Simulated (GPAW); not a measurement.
# LiF (Griceite) (Fm-3m) in GPAW: notebook

One crystal, LiF (Griceite), is run at these levels: PBEsol; tasks: relaxation of cell and atoms.

Everything below comes from runs of GPAW 26.7.0. Logs are shortened: lines on timing, memory, paths and dates and some standing lists are left out, and cuts for length are marked. The log counts tension as positive stress, the text compression.

## Step 1: The crystal as given

Symmetry: Fm-3m, No. 225, cubic system. The conventional cell has a = 4.028 Å, b = 4.028 Å, c = 4.028 Å, α = 90.00°, β = 90.00°, γ = 90.00°. F (site symmetry m-3m) is surrounded by 6 Li at 2.01 Å. Li (site symmetry m-3m) has 6 F at 2.01 Å as nearest neighbours.

## Step 2: Relaxation of cell and atoms, PBEsol

run.py

```python
from ase import Atoms
from ase.filters import FrechetCellFilter
from ase.io import write
from ase.optimize import BFGS
from gpaw import GPAW, PW, setup_paths

setup_paths.insert(0, '.')

atoms = Atoms(['F', 'Li'],
              cell=[[0.0, 2.014, 2.014],
                    [2.014, 0.0, 2.014],
                    [2.014, 2.014, 0.0]],
              scaled_positions=[[0.5, 0.5, 0.5],
                                [0.0, 0.0, 0.0]],
              pbc=True)

calc = GPAW(mode=PW(800),
            xc='PBEsol',
            kpts={'size': (11, 11, 11), 'gamma': True},
            occupations={'name': 'fermi-dirac', 'width': 0.05},
            nbands=11,
            convergence={'density': 1e-05, 'forces': 0.0001},
            maxiter=150,
            txt='gpaw.txt')
atoms.calc = calc
opt = BFGS(FrechetCellFilter(atoms), trajectory='relax.traj', logfile='-')
done = opt.run(fmax=0.02, steps=60)
calc.write('gs.gpw')
write('result.traj', atoms)
print('Converged:', done)
print('Cell:', atoms.cell.cellpar().round(4))
print('Volume:', round(atoms.get_volume(), 4))
print(atoms.get_scaled_positions().round(5))
```

Potentials or basis: PAW data sets generated in the run's folder for this functional, pw.

Command:

```sh
$ gpaw-setup -f PBEsol F Li
$ OMP_NUM_THREADS=1 python run.py
```

gpaw.txt:

```text
__  _  _
 | _ |_)|_||  |
 |__||  | ||/\| - 26.7.0

Input parameters:
  mode=PW(ecut=800.0),
  convergence={'density': 1e-05, 'forces': 0.0001},
  kpts=MonkhorstPack(size=(11, 11, 11), gamma=True),
  maxiter=150,
  nbands=11,
  occupations=Occupations(name='fermi-dirac', width=0.05),
  xc=XC(name='PBEsol')

Diagonalizing LCAO Hamiltonian
Converting LCAO to pw mode

              F

       Li

Atoms  # Å, Bohr magnetons
|   | symbol |        x |        y |        z |    initial magnetic moments |
|---|--------|----------|----------|----------|-----------------------------|
| 0 |      F | 2.014000 | 2.014000 | 2.014000 | ( 0.0000,  0.0000,  0.0000) |
| 1 |     Li | 0.000000 | 0.000000 | 0.000000 | ( 0.0000,  0.0000,  0.0000) |

Unit cell  # Å
| periodic |        x |        y |        z |  lengths |    angles |
|----------|----------|----------|----------|----------|-----------|
|      yes | 0.000000 | 2.014000 | 2.014000 | 2.848226 | 60.000000 |
|      yes | 2.014000 | 0.000000 | 2.014000 | 2.848226 | 60.000000 |
|      yes | 2.014000 | 2.014000 | 0.000000 | 2.848226 | 60.000000 |

Number of symmetries: 48
Symmetry operations  # r_c * U_cc + t_c -> r_c
|    | kind |            matrix            |
|----|------|------------------------------|
|  0 |  σ   |  1, 0, 0,  1, 0,-1,  1,-1, 0 |
|  1 |  C2  |  1, 0, 0,  1,-1, 0,  1, 0,-1 |
|  2 |  E   |  1, 0, 0,  0, 1, 0,  0, 0, 1 |
|  3 |  σ   |  1, 0, 0,  0, 0, 1,  0, 1, 0 |
|  4 |  C4  |  1, 0,-1,  1, 0, 0,  1,-1, 0 |
|  5 |  S6  |  1, 0,-1,  1,-1, 0,  1, 0, 0 |
|  6 |  σ   |  1, 0,-1,  0, 1,-1,  0, 0,-1 |
|  7 |  C3  |  1, 0,-1,  0, 0,-1,  0, 1,-1 |
|  8 |  S6  |  1,-1, 0,  1, 0, 0,  1, 0,-1 |
|  9 |  C4  |  1,-1, 0,  1, 0,-1,  1, 0, 0 |
| 10 |  C3  |  1,-1, 0,  0,-1, 1,  0,-1, 0 |
| 11 |  σ   |  1,-1, 0,  0,-1, 0,  0,-1, 1 |
| 12 |  σ   |  0, 1, 0,  1, 0, 0,  0, 0, 1 |
| 13 |  C4  |  0, 1, 0,  0, 1,-1, -1, 1, 0 |
[... 167 lines left out ...]
SCF iterations
|iter     | |      energy | eigst |  dens |force |
|---------|-|-------------|-------|-------|------|
|iter:   1| |   -9.931141 | -0.31 |       |      |
|iter:   2| |   -9.883000 | -2.50 | -1.10 |      |
|iter:   3| |   -9.774442 | -1.21 | -1.14 |      |
|iter:   4| |   -9.786141 | -3.64 | -1.58 |      |
|iter:   5| |   -9.790846 | -3.64 | -1.89 |      |
|iter:   6| |   -9.790874 | -5.45 | -3.01 |      |
|iter:   7| |   -9.790882c| -6.19 | -3.35 |      |
|iter:   8| |   -9.790882c| -7.71c| -4.74 |      |
|iter:   9| |   -9.790882c| -8.27c| -5.09c|      |
|iter:  10| |   -9.790882c| -9.50c| -6.58c|-24.32c|

Converged in 10 steps
Energy contributions relative to reference atoms: (reference = -2907.049018)

Energy contributions:
  Kinetic:          10.834039
  Coulomb:         -10.826200
  Zero:              0.088190
  External:          0.000000
  Xc:               -9.886910
  Entropy:          -0.000000
  Spinorbit:         0.000000
  ----------------------------
  Free energy:      -9.790882
  Extrapolated:     -9.790882
[... 19 lines left out ...]
Gap: 8.882 eV
Transition (v -> c):
  (s=0, k=0, n=3, [0.00, 0.00, 0.00]) -> (s=0, k=0, n=4, [0.00, 0.00, 0.00])
No difference between direct/indirect transitions

Stress tensor  # eV/Ang^3
|        x |        y |        z |
|----------|----------|----------|
| 0.015627 | 0.000000 | 0.000000 |
| 0.000000 | 0.015627 | 0.000000 |
| 0.000000 | 0.000000 | 0.015627 |

Forces  # eV/Ang
|       x |        y |       z |
|---------|----------|---------|
| 0.00000 | -0.00000 | 0.00000 |  # F    0
| 0.00000 | -0.00000 | 0.00000 |  # Li   1

Interpolating wave functions to new cell

              F

       Li

Atoms  # Å, Bohr magnetons
|   | symbol |         x |         y |        z |    initial magnetic moments |
|---|--------|-----------|-----------|----------|-----------------------------|
| 0 |      F |  2.012164 |  2.012164 | 2.012164 | ( 0.0000,  0.0000,  0.0000) |
| 1 |     Li | -0.000000 | -0.000000 | 0.000000 | ( 0.0000,  0.0000,  0.0000) |

Unit cell  # Å
| periodic |         x |         y |         z |  lengths |    angles |
|----------|-----------|-----------|-----------|----------|-----------|
|      yes | -0.000000 |  2.012164 |  2.012164 | 2.845630 | 60.000000 |
|      yes |  2.012164 | -0.000000 |  2.012164 | 2.845630 | 60.000000 |
|      yes |  2.012164 |  2.012164 | -0.000000 | 2.845630 | 60.000000 |

Number of symmetries: 48
Symmetry operations  # r_c * U_cc + t_c -> r_c
|    | kind |            matrix            |
|----|------|------------------------------|
|  0 |  σ   |  1, 0, 0,  1, 0,-1,  1,-1, 0 |
|  1 |  C2  |  1, 0, 0,  1,-1, 0,  1, 0,-1 |
|  2 |  E   |  1, 0, 0,  0, 1, 0,  0, 0, 1 |
|  3 |  σ   |  1, 0, 0,  0, 0, 1,  0, 1, 0 |
|  4 |  C4  |  1, 0,-1,  1, 0, 0,  1,-1, 0 |
|  5 |  S6  |  1, 0,-1,  1,-1, 0,  1, 0, 0 |
|  6 |  σ   |  1, 0,-1,  0, 1,-1,  0, 0,-1 |
|  7 |  C3  |  1, 0,-1,  0, 0,-1,  0, 1,-1 |
|  8 |  S6  |  1,-1, 0,  1, 0, 0,  1, 0,-1 |
|  9 |  C4  |  1,-1, 0,  1, 0,-1,  1, 0, 0 |
| 10 |  C3  |  1,-1, 0,  0,-1, 1,  0,-1, 0 |
| 11 |  σ   |  1,-1, 0,  0,-1, 0,  0,-1, 1 |
| 12 |  σ   |  0, 1, 0,  1, 0, 0,  0, 0, 1 |
| 13 |  C4  |  0, 1, 0,  0, 1,-1, -1, 1, 0 |
[... 167 lines left out ...]
SCF iterations
|iter     | |      energy | eigst |  dens |force |
|---------|-|-------------|-------|-------|------|
|iter:   1| |   -9.791485 | -2.74 |       |      |
|iter:   2| |   -9.791324 | -5.20 | -2.48 |      |
|iter:   3| |   -9.790888c| -3.57 | -2.55 |      |
|iter:   4| |   -9.790896c| -6.36 | -3.61 |      |
|iter:   5| |   -9.790901c| -7.07 | -3.85 |      |
|iter:   6| |   -9.790901c| -8.07c| -5.27c|      |
|iter:   7| |   -9.790901c| -8.77c| -5.68c|-24.28c|

Converged in 7 steps
Energy contributions relative to reference atoms: (reference = -2907.049018)

Energy contributions:
  Kinetic:          10.900804
  Coulomb:         -10.875060
  Zero:              0.088285
  External:          0.000000
  Xc:               -9.904930
  Entropy:          -0.000000
  Spinorbit:         0.000000
  ----------------------------
  Free energy:      -9.790901
  Extrapolated:     -9.790901
[... 19 lines left out ...]
Gap: 8.906 eV
Transition (v -> c):
  (s=0, k=0, n=3, [0.00, 0.00, 0.00]) -> (s=0, k=0, n=4, [0.00, 0.00, 0.00])
No difference between direct/indirect transitions

Stress tensor  # eV/Ang^3
|         x |         y |         z |
|-----------|-----------|-----------|
|  0.014453 | -0.000000 |  0.000000 |
| -0.000000 |  0.014453 | -0.000000 |
|  0.000000 | -0.000000 |  0.014453 |

Forces  # eV/Ang
|       x |        y |        z |
|---------|----------|----------|
| 0.00000 |  0.00000 | -0.00000 |  # F    0
| 0.00000 | -0.00000 |  0.00000 |  # Li   1

Interpolating wave functions to new cell

              F

       Li

Atoms  # Å, Bohr magnetons
|   | symbol |         x |         y |        z |    initial magnetic moments |
|---|--------|-----------|-----------|----------|-----------------------------|
| 0 |      F |  1.990476 |  1.990476 | 1.990476 | ( 0.0000,  0.0000,  0.0000) |
| 1 |     Li | -0.000000 | -0.000000 | 0.000000 | ( 0.0000,  0.0000,  0.0000) |

Unit cell  # Å
| periodic |         x |         y |        z |  lengths |    angles |
|----------|-----------|-----------|----------|----------|-----------|
|      yes | -0.000000 |  1.990476 | 1.990476 | 2.814958 | 60.000000 |
|      yes |  1.990476 | -0.000000 | 1.990476 | 2.814958 | 60.000000 |
|      yes |  1.990476 |  1.990476 | 0.000000 | 2.814958 | 60.000000 |

Number of symmetries: 48
Symmetry operations  # r_c * U_cc + t_c -> r_c
|    | kind |            matrix            |
|----|------|------------------------------|
|  0 |  σ   |  1, 0, 0,  1, 0,-1,  1,-1, 0 |
|  1 |  C2  |  1, 0, 0,  1,-1, 0,  1, 0,-1 |
|  2 |  E   |  1, 0, 0,  0, 1, 0,  0, 0, 1 |
|  3 |  σ   |  1, 0, 0,  0, 0, 1,  0, 1, 0 |
|  4 |  C4  |  1, 0,-1,  1, 0, 0,  1,-1, 0 |
|  5 |  S6  |  1, 0,-1,  1,-1, 0,  1, 0, 0 |
|  6 |  σ   |  1, 0,-1,  0, 1,-1,  0, 0,-1 |
|  7 |  C3  |  1, 0,-1,  0, 0,-1,  0, 1,-1 |
|  8 |  S6  |  1,-1, 0,  1, 0, 0,  1, 0,-1 |
|  9 |  C4  |  1,-1, 0,  1, 0,-1,  1, 0, 0 |
| 10 |  C3  |  1,-1, 0,  0,-1, 1,  0,-1, 0 |
| 11 |  σ   |  1,-1, 0,  0,-1, 0,  0,-1, 1 |
| 12 |  σ   |  0, 1, 0,  1, 0, 0,  0, 0, 1 |
| 13 |  C4  |  0, 1, 0,  0, 1,-1, -1, 1, 0 |
[... 167 lines left out ...]
SCF iterations
|iter     | |      energy | eigst |  dens |force |
|---------|-|-------------|-------|-------|------|
|iter:   1| |   -9.871582 | -0.61 |       |      |
|iter:   2| |   -9.848845 | -3.05 | -1.41 |      |
|iter:   3| |   -9.786848 | -1.42 | -1.48 |      |
|iter:   4| |   -9.787906 | -4.13 | -2.55 |      |
|iter:   5| |   -9.788415c| -4.95 | -2.79 |      |
|iter:   6| |   -9.788415c| -7.31 | -4.23 |      |
|iter:   7| |   -9.788415c| -8.71c| -4.63 |      |
|iter:   8| |   -9.788415c| -9.67c| -5.63c|      |
|iter:   9| |   -9.788415c|-10.12c| -6.05c|-26.06c|

Converged in 9 steps
Energy contributions relative to reference atoms: (reference = -2907.049018)

Energy contributions:
  Kinetic:          11.703987
  Coulomb:         -11.455448
  Zero:              0.087475
  External:          0.000000
  Xc:              -10.124428
  Entropy:           0.000000
  Spinorbit:         0.000000
  ----------------------------
  Free energy:      -9.788415
  Extrapolated:     -9.788415
[... 19 lines left out ...]
Gap: 9.199 eV
Transition (v -> c):
  (s=0, k=0, n=3, [0.00, 0.00, 0.00]) -> (s=0, k=0, n=4, [0.00, 0.00, 0.00])
No difference between direct/indirect transitions

Stress tensor  # eV/Ang^3
|         x |         y |         z |
|-----------|-----------|-----------|
| -0.000564 |  0.000000 |  0.000000 |
|  0.000000 | -0.000564 |  0.000000 |
|  0.000000 |  0.000000 | -0.000564 |

Forces  # eV/Ang
|        x |       y |       z |
|----------|---------|---------|
| -0.00000 | 0.00000 | 0.00000 |  # F    0
|  0.00000 | 0.00000 | 0.00000 |  # Li   1

# Writing to gs.gpw (mode='')
```

Wall time 38 s (1 thread of Intel Xeon Platinum 8259CL at 2.50GHz (Skylake/Cascade Lake), shared host); peak memory 0.17 GiB.

Results:

```yaml
Free_energy: -9.7884 eV
Relaxed_volume: 7.89 Å³/atom
Relaxed_cell: a = 2.815 Å, b = 2.815 Å, c = 2.815 Å, α = 60.00°, β = 60.00°, γ = 60.00°
Space_group_after_relaxing_to_0.05_Å: Fm-3m (No. 225)
Energy_gained_by_relaxing: -1.2 meV/atom
Ionic_steps: 3
Pressure_after_relaxing: 0.1 GPa
Band_gap_on_the_k_mesh: 9.20 eV, direct
```

Step by step:
```csv
step,energy change (eV),largest force (eV/Å),pressure (GPa),volume (Å³)
1,0.0000,0.0000,-2.50,16.34
2,0.0000,0.0000,-2.32,16.29
3,0.0025,0.0000,0.09,15.77
```

Final structure:
```cif
data_structure
_symmetry_space_group_name_H-M 'P 1'
_symmetry_Int_Tables_number 1
_cell_length_a 2.8150
_cell_length_b 2.8150
_cell_length_c 2.8150
_cell_angle_alpha 60.000
_cell_angle_beta 60.000
_cell_angle_gamma 60.000
_cell_volume 15.77
loop_
_atom_site_label
_atom_site_type_symbol
_atom_site_fract_x
_atom_site_fract_y
_atom_site_fract_z
_atom_site_occupancy
F1 F 0.50000 0.50000 0.50000 1
Li1 Li 0.00000 0.00000 0.00000 1
```

Caveat: the data sets keep Ga 3d, Li 1s and Be 1s frozen, and some such compounds lay over 1.5 % in volume off other programs; later steps reuse the first step's grids; an odd mesh through Γ misses points on the zone boundary, where band edges often lie.

## Step 3: Relaxation of cell and atoms, PBEsol, target pressure 2 GPa, at which the enthalpy is minimised

run.py: that of step 2 with these lines changed.

```diff
@@ -4,2 +4,3 @@
 from ase.optimize import BFGS
+from ase.units import GPa
 from gpaw import GPAW, PW, setup_paths
@@ -25,3 +26,3 @@
 atoms.calc = calc
-opt = BFGS(FrechetCellFilter(atoms), trajectory='relax.traj', logfile='-')
+opt = BFGS(FrechetCellFilter(atoms, scalar_pressure=2 * GPa), trajectory='relax.traj', logfile='-')
 done = opt.run(fmax=0.02, steps=60)
```

Potentials or basis: PAW data sets generated in the run's folder for this functional, pw.

Command:

```sh
$ gpaw-setup -f PBEsol F Li
$ OMP_NUM_THREADS=1 python run.py
```

Run time: 39 s. Hardware: 1 thread of Intel Xeon Platinum 8259CL at 2.50GHz (Skylake/Cascade Lake), shared host; peak memory 0.17 GiB.

It converged, with:

- Free energy: -9.7802 eV
- Relaxed volume: 7.68 Å³/atom
- Relaxed cell: a = 2.790 Å, b = 2.790 Å, c = 2.790 Å, α = 60.00°, β = 60.00°, γ = 60.00°
- Space group after relaxing (to 0.05 Å): Fm-3m (No. 225)
- Energy change on relaxing (the enthalpy is what falls): +5.3 meV/atom
- Ionic steps: 3
- Pressure after relaxing: 2.3 GPa
- Band gap on the k mesh: 9.44 eV, direct

The path:
| step | energy change (eV) | largest force (eV/Å) | pressure (GPa) | volume (Å³) |
| --- | --- | --- | --- | --- |
| 1 | 0.0000 | 0.0000 | -2.50 | 16.34 |
| 2 | -0.0001 | 0.0000 | -2.17 | 16.26 |
| 3 | 0.0107 | 0.0000 | 2.31 | 15.36 |

Final structure:
```
F Li
1.0
     0.00000    1.97297    1.97297
     1.97297    0.00000    1.97297
     1.97297    1.97297    0.00000
F Li
1 1
Direct
  0.50000 0.50000 0.50000
  0.00000 0.00000 0.00000
```

Levels at points of the mesh, in eV from the valence-band top:
```
           k point  band 1  band 2  band 3  band 4  band 5  band 6  band 7
(0.00, 0.00, 0.00)  -20.12    0.00    0.00    0.00    9.44   24.67   24.67
```

Caveat: the data sets keep Ga 3d, Li 1s and Be 1s frozen, and some such compounds lay over 1.5 % in volume off other programs; later steps reuse the first step's grids; an odd mesh through Γ misses points on the zone boundary, where band edges often lie.

(Continued in part 2 of 2.)
